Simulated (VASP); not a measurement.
# Ge in VASP: settings compared, part 2 of 2

VASP 6.6.1. Earlier steps stand in the parts before.

## 4. Work function, r2SCAN

Contents of INCAR:

```
PREC = Accurate ; ENCUT = 520
EDIFF = 1E-7 ; ISMEAR = 0
SIGMA = 0.03 ; LREAL = False
LASPH = True ; NELM = 80
ALGO = Normal ; ISIF = 2
LWAVE = False ; LCHARG = True
LDIPOL = True ; IDIPOL = 3
DIPOL = 0.5 0.5 0.500 ; METAGGA = R2SCAN
LMIXTAU = True ; LVHAR = True
LVACPOTAV = True ; KPAR = 4
```

Contents of KPOINTS:

```
Automatic mesh
0
Gamma
  12 12 1
```

Contents of POSCAR:

```
Ge                                      
1.0
    4.0204648046      0.0000000000      0.0000000000
   -2.0102324023      3.4818246585      0.0000000000
    0.0000000000      0.0000000000     16.6800000000
  Ge            
     2
Direct
     0.3333330000000032    0.6666669999999968    0.4794463656685407
     0.6666669999999968    0.3333330000000032    0.5205536343314593
```

Potentials or basis: VASP PAW PBE potentials, release 64 (Ge_d).

Command:

```sh
> cat potpaw_PBE.64/Ge_d/POTCAR > POTCAR
> mpirun -np 4 vasp_std > vasp.out
```

OUTCAR:

```text
PREC = Accurate
   ENCUT = 520
   EDIFF = 1E-7
   ISMEAR = 0
   LREAL = False
   LASPH = True
   NELM = 80
   ISIF = 2
   METAGGA = R2SCAN

 ion  position               nearest neighbor table
   1  0.333  0.667  0.479-   2 2.42   2 2.42   2 2.42
   2  0.667  0.333  0.521-   1 2.42   1 2.42   1 2.42

  LATTYP: Found a hexagonal cell.
 ALAT       =     4.0204648046
 C/A-ratio  =     4.1487740375

  Lattice vectors:

 A1 = (   4.0204648046,   0.0000000000,   0.0000000000)
 A2 = (  -2.0102324023,   3.4818246585,   0.0000000000)
 A3 = (   0.0000000000,   0.0000000000,  16.6800000000)

Analysis of symmetry for initial positions (statically):
=====================================================================
 Subroutine PRICEL returns:
 Original cell was already a primitive cell.

 Routine SETGRP: Setting up the symmetry group for a
 hexagonal supercell.

 Subroutine GETGRP returns: Found 12 space group operations
 (whereof 12 operations were pure point group operations)
 out of a pool of 24 trial point group operations.

The static configuration has the point symmetry D_3d.

[... 157 lines left out ...]

 E-fermi :  -2.8637     XC(G=0):  -2.7648

 val. band max:       -2.8637008509   @ k =   0.3333   0.3333   0.0000
 cond. band min:      -2.8636710965   @ k =   0.3333   0.3333   0.0000
 fundamental gap:      0.0000297544
 Fermi energy:        -2.8636859737

 k-point     1 :       0.0000    0.0000    0.0000
  band No.  band energies     occupation
      1     -28.0599      2.00000
      2     -28.0599      2.00000
      3     -28.0044      2.00000
      4     -28.0043      2.00000
      5     -27.9998      2.00000
      6     -27.9268      2.00000
[... 376 lines left out ...]
      5     -27.8936      2.00000
      6     -27.8936      2.00000
[... 10 lines left out ...]
     17       3.9590      0.00000
     18       3.9591      0.00000

------------------------ aborting loop because EDIFF is reached ----------------------------------------

 vacuum level on the upper side and lower side of the slab       (xc-potential included)        -0.032        -0.032

  FORCE on cell =-STRESS in cart. coord.  units (eV):
  Direction    XX          YY          ZZ          XY          YZ          ZX
  --------------------------------------------------------------------------------------
  -------------------------------------------------------------------------------------
  Total       -0.6535078     -0.6535078     -0.1858282      0.0000000      0.0000000      0.0000000
  in kB       -4.4841707     -4.4841707     -1.2750960      0.0000000      0.0000000      0.0000000
  external PRESSURE =      -3.4144791 kB  Pullay stress =       0.0000000 kB

 VOLUME and BASIS-vectors are now :
 -----------------------------------------------------------------------------
  energy-cutoff  :      520.00
  volume of cell :      233.50
      direct lattice vectors                 reciprocal lattice vectors
     4.020464805  0.000000000  0.000000000     0.248727460  0.143602866  0.000000000
    -2.010232402  3.481824658  0.000000000     0.000000000  0.287205732  0.000000000
     0.000000000  0.000000000 16.680000000     0.000000000  0.000000000  0.059952038

 POSITION                                       TOTAL-FORCE (eV/Angst)
 -----------------------------------------------------------------------------------
     -0.00000      2.32122      7.99717        -0.000000     -0.000000      0.236508
      2.01023      1.16061      8.68283         0.000000      0.000000     -0.236508
 -----------------------------------------------------------------------------------
    total drift:                                0.000000      0.000000      0.000000

  FREE ENERGIE OF THE ION-ELECTRON SYSTEM (eV)
  ---------------------------------------------------
  free  energy   TOTEN  =       -26.5871775869 eV

  energy  without entropy=      -26.5867074291  energy(sigma->0) =      -26.58694251

 vacuum level on the upper side and lower side of the slab         1.766         1.766
```

It took 6.1 min on 4 MPI ranks of Intel Xeon Platinum 8488C (Sapphire Rapids), shared host; peak memory 0.41 GiB.

What came out:

- Free energy: -26.5872 eV
- Largest force: 0.237 eV/Å
- Band gap on the k mesh: none (metal or under the smearing width)
- Work function of the upper face: 4.63 eV
- Work function of the lower face: 4.63 eV

Forces on the atoms (eV/Å):
```
Ge   0.000  0.000  0.237
Ge   0.000  0.000 -0.237
```

Caveat: the PAW data sets were made with another functional, which shifts forces and pressure a little.

## 5. Work function, PBE0

POSCAR is that of step 4.

Contents of INCAR.step1:

```
PREC = Accurate ; ENCUT = 520
EDIFF = 1E-5 ; ISMEAR = 0
SIGMA = 0.03 ; LREAL = False
LASPH = True ; NELM = 80
ALGO = Normal ; ISIF = 2
LWAVE = True ; LDIPOL = True
IDIPOL = 3 ; DIPOL = 0.5 0.5 0.500
GGA = PE ; KPAR = 4
```

Contents of INCAR.step2:

```
PREC = Accurate ; ENCUT = 520
EDIFF = 1E-7 ; ISMEAR = 0
SIGMA = 0.03 ; LREAL = False
LASPH = True ; NELM = 80
ALGO = Normal ; ISIF = 2
LWAVE = False ; LCHARG = True
LDIPOL = True ; IDIPOL = 3
DIPOL = 0.5 0.5 0.500 ; GGA = PE
LHFCALC = True ; AEXX = 0.25
PRECFOCK = Fast ; LVHAR = True
LVACPOTAV = True ; ISTART = 1
KPAR = 4
```

Contents of KPOINTS:

```
Automatic mesh
0
Gamma
  6 6 1
```

Potentials or basis: VASP PAW PBE potentials, release 64 (Ge_d).

Command:

```sh
> cat potpaw_PBE.64/Ge_d/POTCAR > POTCAR
> cp INCAR.step1 INCAR
> mpirun -np 4 vasp_std > vasp.out
> cp INCAR.step2 INCAR
> mpirun -np 4 vasp_std > vasp.out
```

OUTCAR:

```text
PREC = Accurate
   ENCUT = 520
   EDIFF = 1E-7
   ISMEAR = 0
   LREAL = False
   LASPH = True
   NELM = 80
   ISIF = 2
   GGA = PE
   LHFCALC = True
   AEXX = 0.25
   PRECFOCK = Fast
   ISTART = 1

 ion  position               nearest neighbor table
   1  0.333  0.667  0.479-   2 2.42   2 2.42   2 2.42
   2  0.667  0.333  0.521-   1 2.42   1 2.42   1 2.42

  LATTYP: Found a hexagonal cell.
 ALAT       =     4.0204648046
 C/A-ratio  =     4.1487740375

  Lattice vectors:

 A1 = (   4.0204648046,   0.0000000000,   0.0000000000)
 A2 = (  -2.0102324023,   3.4818246585,   0.0000000000)
 A3 = (   0.0000000000,   0.0000000000,  16.6800000000)

Analysis of symmetry for initial positions (statically):
=====================================================================
 Subroutine PRICEL returns:
 Original cell was already a primitive cell.

 Routine SETGRP: Setting up the symmetry group for a
 hexagonal supercell.

 Subroutine GETGRP returns: Found 12 space group operations
[... 155 lines left out ...]
  free energy    TOTEN  =       -10.45685414 eV

  energy without entropy =      -10.45685414  energy(sigma->0) =      -10.45685414

 E-fermi :  -2.8805     XC(G=0):  -2.1223

 val. band max:       -3.0340982014   @ k =   0.3333   0.3333   0.0000
 cond. band min:      -2.4951103452   @ k =   0.3333   0.3333   0.0000
 fundamental gap:      0.5389878562
 Fermi energy:        -2.8805385907

 k-point     1 :       0.0000    0.0000    0.0000
  band No.  band energies     occupation
      1     -31.1085      2.00000
      2     -31.1029      2.00000
      3     -31.0628      2.00000
      4     -31.0616      2.00000
      5     -31.0535      2.00000
      6     -30.9929      2.00000
[... 124 lines left out ...]
      5     -30.9525      2.00000
      6     -30.9467      2.00000
[... 10 lines left out ...]
     17       4.5928      0.00000
     18       4.6063      0.00000

------------------------ aborting loop because EDIFF is reached ----------------------------------------

  FORCE on cell =-STRESS in cart. coord.  units (eV):
  Direction    XX          YY          ZZ          XY          YZ          ZX
  --------------------------------------------------------------------------------------
  -------------------------------------------------------------------------------------
  Total       -0.6163084     -0.6163084     -0.1473902     -0.0000000      0.0000000      0.0000000
  in kB       -4.2289202     -4.2289202     -1.0113462     -0.0000000      0.0000000      0.0000000
  external PRESSURE =      -3.1563955 kB  Pullay stress =       0.0000000 kB

 VOLUME and BASIS-vectors are now :
 -----------------------------------------------------------------------------
  energy-cutoff  :      520.00
  volume of cell :      233.50
      direct lattice vectors                 reciprocal lattice vectors
     4.020464805  0.000000000  0.000000000     0.248727460  0.143602866  0.000000000
    -2.010232402  3.481824658  0.000000000     0.000000000  0.287205732  0.000000000
     0.000000000  0.000000000 16.680000000     0.000000000  0.000000000  0.059952038

 POSITION                                       TOTAL-FORCE (eV/Angst)
 -----------------------------------------------------------------------------------
     -0.00000      2.32122      7.99717        -0.000000     -0.000000      0.183942
      2.01023      1.16061      8.68283         0.000000      0.000000     -0.183942
 -----------------------------------------------------------------------------------
    total drift:                                0.000000     -0.000000      0.000000

  FREE ENERGIE OF THE ION-ELECTRON SYSTEM (eV)
  ---------------------------------------------------
  free  energy   TOTEN  =       -10.4568541419 eV

  energy  without entropy=      -10.4568541419  energy(sigma->0) =      -10.45685414

 vacuum level on the upper side and lower side of the slab         1.781         1.781
```

It took 6.6 min on 4 MPI ranks of Intel Xeon Platinum 8488C (Sapphire Rapids), shared host; peak memory 0.32 GiB.

Results:

| Property | Result |
| --- | --- |
| Free energy | -10.4569 eV |
| Largest force | 0.184 eV/Å |
| Band gap on the k mesh | 0.54 eV, direct |
| Ionisation potential of the upper face | 4.82 eV |

Forces on the atoms (eV/Å):
```
Ge   0.000  0.000  0.184
Ge   0.000  0.000 -0.184
```

Caveat: the PAW data sets were made with another functional, which shifts forces and pressure a little.

## 6. The runs side by side

| level | spin | k mesh | further INCAR settings | grid for exact exchange (PRECFOCK) | exchange at q = 0 | gap on the mesh (eV) | largest force (eV/Å) | work function (eV) |
| --- | --- | --- | --- | --- | --- | --- | --- | --- |
| PBE | off | 12 × 12 × 1 | ALGO = Fast; EDIFF = 1e-07 | - | - | none | - | 4.46 |
| PBE | non-collinear, zero start, SOC | 12 × 12 × 1 | ALGO = Fast; EDIFF = 1e-07 | - | - | - | 0.01 | 4.47 |
| r2SCAN | off | 12 × 12 × 1 | ALGO = Normal; EDIFF = 1e-07 | - | - | none | 0.24 | 4.63 |
| PBE0 | off | 6 × 6 × 1 | ALGO = Normal; EDIFF = 1e-07 | Fast | default | 0.54 | 0.18 | - |

Alike in all rows: task work function; potentials or basis VASP PAW PBE potentials, release 64 (Ge_d); cell as given; cutoff (eV) 520; smearing gaussian 0.03 eV.

On the cell as given the gap runs from zero (PBE) to 0.54 eV (PBE0); the meshes differ, which moves gaps too.

Caveats: the PAW data sets were made with another functional, which shifts forces and pressure a little (some runs).

Absolute energies hang on the potentials; compare differences alone.
